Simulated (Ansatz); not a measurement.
Cubic perovskite CsPbI3 (cubic high-temperature phase) was calculated with PBE+SOC in Ansatz (PAW).

Settings: plane-wave cutoff 520 eV, 6×6×6 k mesh, Fermi–Dirac smearing 0.01 eV, PAW data made under PBE.

Cell (relaxed at this level):

```xyz
5
Lattice="6.3952 0.0000 0.0000 0.0000 6.3952 0.0000 0.0000 0.0000 6.3952" Properties=species:S:1:pos:R:3 pbc="T T T"
Cs     0.0000     0.0000     0.0000
Pb     3.1976     3.1976     3.1976
I      3.1976     0.0000     3.1976
I      0.0000     3.1976     3.1976
I      3.1976     3.1976     0.0000
```

**Question.** What does this level give for the bulk modulus B0, band gap, direct gap at Γ and pressure derivative B′ of the bulk modulus?

**Answer.** 
- bulk modulus B0 = 14.4 GPa
- band gap = 0.21 eV (direct)
- direct gap at Γ = 3.91 eV
- pressure derivative B′ of the bulk modulus = 4.8

Note: the relaxation could not lower the start's symmetry, so the cell can be a saddle point above a distorted one.

The computed numbers hold no vibrational or temperature effects.

The result took about 21 core-minutes (a rough figure).

Ansatz is a first-principles code.
